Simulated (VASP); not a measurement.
# WSe2 in VASP: settings compared

Aim: see how the results for WSe2 move with the level of theory and the settings. Levels: PBEsol, PBE+D3(BJ), r2SCAN+rVV10. Tasks: relaxation of cell and atoms.

All numbers are computed with VASP 6.6.1; they aren't measurements. Logs are shortened: lines on timing, memory, paths and dates and some standing lists are left out, and cuts for length are marked.

### 1 Starting point

The cell holds a slab with vacuum, 3 atoms: a = 3.290 Å, b = 3.290 Å, c = 21.346 Å, α = 90.00°, β = 90.00°, γ = 120.00°.

### 2 Relaxation of cell and atoms, PBEsol

File INCAR:

```
SYSTEM = WSe2
PREC     = Accurate       ! precision mode
ENCUT    = 600            ! plane-wave cutoff, eV
EDIFF    = 1E-6           ! SCF threshold, eV
ISMEAR   = 0              ! smearing method
SIGMA    = 0.03           ! smearing width, eV
LREAL    = .FALSE.        ! projectors in reciprocal space
LASPH    = .TRUE.         ! aspherical terms in the spheres
NELM     = 80             ! most SCF steps
ALGO     = Normal         ! electronic algorithm
ISIF     = 3              ! what is computed and relaxed
LWAVE    = .FALSE.        ! write WAVECAR
LCHARG   = .FALSE.        ! write CHGCAR
GGA      = PS             ! functional
IBRION   = 2              ! ionic algorithm
NSW      = 90             ! ionic steps
EDIFFG   = -0.01          ! ionic threshold
LATTICE_CONSTRAINTS= .TRUE. .TRUE. .FALSE.
```

File KPOINTS:

```
regular mesh
0
G
  12 12 1
  0 0 0
```

File POSCAR:

```
WSe2
1.0
    3.2900000000      0.0000000000      0.0000000000
   -1.6450000000      2.8492235800      0.0000000000
    0.0000000000      0.0000000000     21.3462600000
Se W
2 1
Direct
    0.3333333300      0.6666666700      0.4216195200
    0.3333333300      0.6666666700      0.5783804800
    0.6666666700      0.3333333300      0.5000000000
```

Potentials or basis: VASP PAW PBE potentials, release 64 (Se, W_sv).

Run with:

```sh
$ cat potpaw_PBE.64/Se/POTCAR potpaw_PBE.64/W_sv/POTCAR > POTCAR
$ mpirun -np 1 vasp_std > vasp.out
```

OUTCAR:

```text
SYSTEM = WSe2
   PREC = Accurate
   ENCUT = 600
   EDIFF = 1E-6
   ISMEAR = 0
   LREAL = .FALSE.
   LASPH = .TRUE.
   NELM = 80
   ISIF = 3
   GGA = PS
   IBRION = 2
   NSW = 90
   EDIFFG = -0.01

 ion  position               nearest neighbor table
   1  0.333  0.667  0.422-   3 2.53   3 2.53   3 2.53
   2  0.333  0.667  0.578-   3 2.53   3 2.53   3 2.53
   3  0.667  0.333  0.500-   1 2.53   2 2.53   1 2.53   2 2.53   1 2.53   2 2.53

  LATTYP: Found a hexagonal cell.
 ALAT       =     3.2900000000
 C/A-ratio  =     6.4882249240

  Lattice vectors:

 A1 = (   3.2900000000,   0.0000000000,   0.0000000000)
 A2 = (  -1.6450000000,   2.8492235800,   0.0000000000)
 A3 = (   0.0000000000,   0.0000000000,  21.3462600000)

Analysis of symmetry for initial positions (statically):
=====================================================================
 Subroutine PRICEL returns:
 Original cell was already a primitive cell.

 Routine SETGRP: Setting up the symmetry group for a
 hexagonal supercell.

 Subroutine GETGRP returns: Found 12 space group operations
 (whereof 12 operations were pure point group operations)
 out of a pool of 24 trial point group operations.

The static configuration has the point symmetry D_3h.

Analysis of symmetry for dynamics (positions and initial velocities):
=====================================================================
 Subroutine PRICEL returns:
 Original cell was already a primitive cell.

 Routine SETGRP: Setting up the symmetry group for a
 hexagonal supercell.

 Subroutine GETGRP returns: Found 12 space group operations
 (whereof 12 operations were pure point group operations)
 out of a pool of 24 trial point group operations.

The dynamic configuration has the point symmetry D_3h.

 Subroutine INISYM returns: Found 12 space group operations
 (whereof 12 operations are pure point group operations),
 and found     1 'primitive' translations

----------------------------------------------------------------------------------------

                                     Primitive cell

  volume of cell :     200.0987

  direct lattice vectors                    reciprocal lattice vectors
     3.290000000  0.000000000  0.000000000     0.303951368  0.175486404  0.000000000
    -1.645000000  2.849223580  0.000000000     0.000000000  0.350972808  0.000000000
     0.000000000  0.000000000 21.346260000     0.000000000  0.000000000  0.046846614

  length of vectors
     3.290000000  3.290000001 21.346260000     0.350972808  0.350972808  0.046846614

  position of ions in fractional coordinates (direct lattice)
     0.333333330  0.666666670  0.421619520
     0.333333330  0.666666670  0.578380480
     0.666666670  0.333333330  0.500000000

  ion indices of the primitive-cell ions
   primitive index   ion index
                 1           1
                 2           2
                 3           3

----------------------------------------------------------------------------------------

 KPOINTS: regular mesh

Automatic generation of k-mesh.
 Grid dimensions read from file:
 generate k-points for:   12   12    1

 Generating k-lattice:

  Cartesian coordinates                     Fractional coordinates (reciprocal lattice)
     0.025329281  0.014623867  0.000000000     0.083333333  0.000000000  0.000000000
     0.000000000  0.029247734  0.000000000     0.000000000  0.083333333  0.000000000
     0.000000000  0.000000000  0.046846614     0.000000000  0.000000000  1.000000000

  Length of vectors
     0.029247734  0.029247734  0.046846614

  Shift w.r.t. Gamma in fractional coordinates (k-lattice)
     0.000000000  0.000000000  0.000000000

 Subroutine IBZKPT returns following result:
 ===========================================

 Found     19 irreducible k-points:

 Following reciprocal coordinates:
            Coordinates               Weight
  0.000000  0.000000  0.000000      1.000000
  0.083333  0.000000  0.000000      6.000000
  0.166667  0.000000  0.000000      6.000000
  0.250000  0.000000  0.000000      6.000000
  0.333333  0.000000  0.000000      6.000000
  0.416667 -0.000000  0.000000      6.000000
[... 11 lines left out ...]
  0.333333  0.250000  0.000000     12.000000
  0.333333  0.333333  0.000000      2.000000
   k-points           NKPTS =     19   k-points in BZ     NKDIM =     19   number of bands    NBANDS=     17
   number of dos      NEDOS =    301   number of ions     NIONS =      3
   total plane-waves  NPLWV = 141120
   dimension x,y,z NGX =    28 NGY =   28 NGZ =  180
   dimension x,y,z NGXF=    56 NGYF=   56 NGZF=  360
   ions per type =               2   1
   NGX,Y,Z   is equivalent  to a cutoff of  14.15, 14.15, 14.02 a.u.
   NGXF,Y,Z  is equivalent  to a cutoff of  28.30, 28.30, 28.04 a.u.
 SYSTEM =  WSe2
   PREC   = accura    normal or accurate (medium, high low for compatibility)
   ISTART =      0    job   : 0-new  1-cont  2-samecut
   ICHARG =      2    charge: 1-file 2-atom 10-const
   ISPIN  =      1    spin polarized calculation?
   LNONCOLLINEAR =      F non collinear calculations
   LSORBIT =      F    spin-orbit coupling
   LASPH  =      T    aspherical Exc in radial PAW
   ENCUT  =  600.0 eV  44.10 Ry    6.64 a.u.   6.57  6.57 42.63*2*pi/ulx,y,z
   NELM   =     80;   NELMIN=  2; NELMDL= -5     # of ELM steps
   EDIFF  = 0.1E-05   stopping-criterion for ELM
   LREAL  =      F    real-space projection
   EDIFFG = -.1E-01   stopping-criterion for IOM
   NSW    =     90    number of steps for IOM
   IBRION =      2    ionic relax: 0-MD 1-quasi-New 2-CG
   NFREE  =      1    steps in history (QN), initial steepest desc. (CG)
   ISIF   =      3    stress and relaxation
   ISYM   =      2    0-nonsym 1-usesym 2-fastsym
   POTIM  = 0.5000    time-step for ionic-motion
   TEBEG  =    0.0;   TEEND  =   0.0 temperature during run
   PSTRESS=    0.0 pullay stress
   NELECT =      26.0000    total number of electrons
   NUPDOWN=      -1.0000    fix difference up-down
   EMIN   =  10.00;   EMAX   =-10.00  energy-range for DOS
   EFERMI =   0.00;   METHOD = LEGACY
   ISMEAR =     0;   SIGMA  =   0.03  broadening in eV -4-tet -1-fermi 0-gaus
   EFERMI_NEDOS =   21; number of points for ismear=-14 and -15
   IALGO  =     38    algorithm
   IMIX   =      4    mixing-type and parameters
     AMIX     =   0.40;   BMIX     =  1.00
     AMIX_MAG =   1.60;   BMIX_MAG =  1.00
  volume/ion in A,a.u.               =      66.70       450.11
  Fermi-wavevector in a.u.,A,eV,Ry     =   0.829185  1.566932  9.354645  0.687547
  Thomas-Fermi vector in A             =   1.941688
   LORBIT       =      0    0 simple, 1 ext, 2 COOP (PROOUT), +10 PAW based schemes
   GGA     = PS    functional components
   LHFCALC =     F    Hartree Fock is set to
   AEXX    =    0.0000 exact exchange contribution
   IVDW    =     0    specifies the selected vdW correction
   LEPSILON=     F    determine dielectric tensor
   LRPA    =     F    only Hartree local field effects (RPA)
 conjugate gradient relaxation of ions
 non-spin polarized calculation
 Gauss-broadening in eV      SIGMA  =   0.03
  energy-cutoff  :      600.00
  volume of cell :      200.10
 maximum number of plane-waves:      6749
 NGX is ok and might be reduce to    28
   NGX = 13   NGY = 13   NGZ = 85

--------------------------------------- Ionic step        1  -------------------------------------------

 number of electron      26.0000000 magnetization

 Free energy of the ion-electron system (eV)
  ---------------------------------------------------
  ext. energy  EPLUGINS =         0.00000000
  ---------------------------------------------------
  free energy    TOTEN  =       -23.23295465 eV

  energy without entropy =      -23.23295465  energy(sigma->0) =      -23.23295465

------------------------ aborting loop because EDIFF is reached ----------------------------------------

  FORCE on cell =-STRESS in cart. coord.  units (eV):
  Direction    XX          YY          ZZ          XY          YZ          ZX
  --------------------------------------------------------------------------------------
  -------------------------------------------------------------------------------------
  Total       -0.5590085     -0.5590085     -0.2766797      0.0000000      0.0000000      0.0000000
  in kB       -4.4759449     -4.4759449     -2.2153570      0.0000000      0.0000000      0.0000000
  external PRESSURE =      -3.7224156 kB  Pullay stress =       0.0000000 kB

 VOLUME and BASIS-vectors are now :
 -----------------------------------------------------------------------------
  energy-cutoff  :      600.00
  volume of cell :      200.10
      direct lattice vectors                 reciprocal lattice vectors
     3.290000000  0.000000000  0.000000000     0.303951368  0.175486404  0.000000000
    -1.645000000  2.849223580  0.000000000     0.000000000  0.350972808  0.000000000
     0.000000000  0.000000000 21.346260000     0.000000000  0.000000000  0.046846614
[... 112 lines left out ...]
 POSITION                                       TOTAL-FORCE (eV/Angst)
 -----------------------------------------------------------------------------------
     -0.00000      1.89037      8.99985        -0.000000      0.000000     -0.023872
     -0.00000      1.89037     12.34641         0.000000      0.000000      0.023872
      1.63711      0.94519     10.67313         0.000000     -0.000000      0.000000
 -----------------------------------------------------------------------------------
    total drift:                               -0.000008      0.000004      0.000000

  FREE ENERGIE OF THE ION-ELECTRON SYSTEM (eV)
  ---------------------------------------------------
  free  energy   TOTEN  =       -23.2357030327 eV

  energy  without entropy=      -23.2357030327  energy(sigma->0) =      -23.23570303

--------------------------------------- Ionic step        5  -------------------------------------------

 number of electron      26.0000000 magnetization

 Free energy of the ion-electron system (eV)
  ---------------------------------------------------
  ext. energy  EPLUGINS =         0.00000000
  ---------------------------------------------------
  free energy    TOTEN  =       -23.23574348 eV

  energy without entropy =      -23.23574348  energy(sigma->0) =      -23.23574348

 E-fermi :  -1.6230     XC(G=0):  -3.7896

 val. band max:       -1.7697060116   @ k =   0.3333   0.3333   0.0000
 cond. band min:      -0.0919543182   @ k =   0.1667   0.1667   0.0000
 fundamental gap:      1.6777516934
 Fermi energy:        -1.6229913457

 k-point     1 :       0.0000    0.0000    0.0000
  band No.  band energies     occupation
      1     -75.7222      2.00000
      2     -39.9851      2.00000
      3     -39.8354      2.00000
      4     -39.8354      2.00000
      5     -16.6547      2.00000
      6     -15.3655      2.00000
[... 9 lines left out ...]
     16       1.4704      0.00000
     17       1.4704      0.00000
[... 380 lines left out ...]
 POSITION                                       TOTAL-FORCE (eV/Angst)
 -----------------------------------------------------------------------------------
     -0.00000      1.88923      8.99733         0.000000     -0.000000      0.007712
     -0.00000      1.88923     12.34893         0.000000     -0.000000     -0.007712
      1.63612      0.94461     10.67313        -0.000000      0.000000      0.000000
 -----------------------------------------------------------------------------------
    total drift:                               -0.000008      0.000004      0.000000

  FREE ENERGIE OF THE ION-ELECTRON SYSTEM (eV)
  ---------------------------------------------------
  free  energy   TOTEN  =       -23.2357434794 eV

  energy  without entropy=      -23.2357434794  energy(sigma->0) =      -23.23574348

 reached required accuracy - stopping structural energy minimisation
```

Run time: 3.9 min. Hardware: 1 thread of Intel Xeon Platinum 8375C at 2.90GHz (Ice Lake), shared host; peak memory 0.44 GiB.

Results:

* Free energy: -23.2357 eV
* Relaxed volume: 65.98 Å³/atom
* Relaxed cell: a = 3.272 Å, b = 3.272 Å, c = 21.346 Å, α = 90.00°, β = 90.00°, γ = 120.00°
* Space group after relaxing (to 0.05 Å): P-6m2 (No. 187)
* Energy gained by relaxing: 0.9 meV/atom
* Ionic steps: 5
* Largest force after relaxing: 0.008 eV/Å
* Band gap on the k mesh: 1.68 eV, indirect (least direct gap 1.69 eV)

Forces in eV/Å, atoms in the order of the input:
```
Se   0.000  0.000  0.008
Se   0.000  0.000 -0.008
W    0.000  0.000  0.000
```

The path:
```
step  energy change (eV)  largest force (eV/Å)  pressure (GPa)  volume (Å³)
   1              0.0000                0.0808           -0.37       200.10
   2              0.0005                0.1939            0.49       196.52
   3             -0.0026                0.0488            0.03       198.38
   4             -0.0027                0.0239            0.01       198.18
   5             -0.0028                0.0077           -0.01       197.94
```

Final structure:
```
CELL_PARAMETERS angstrom
3.27224 0.00000 0.00000
-1.63612 2.83384 0.00000
0.00000 0.00000 21.34626
ATOMIC_POSITIONS crystal
Se 0.33333 0.66667 0.42149
Se 0.33333 0.66667 0.57851
W 0.66667 0.33333 0.50000
```

Levels at points of the mesh, in eV from the valence-band top:
```
           k point  band 10  band 11  band 12  band 13  band 14  band 15  band 16  band 17
(0.00, 0.00, 0.00)    -2.25    -1.17    -1.17    -0.42     3.05     3.05     3.24     3.24
(0.50, 0.00, 0.00)    -2.99    -2.19    -1.02    -0.84     2.52     2.85     3.75     4.44
```

Caveat: the PAW data sets were made with another functional, which shifts forces and pressure a little; spin-orbit coupling is left out, which moves the levels of the heavy elements.

[end of part 1 of 3]
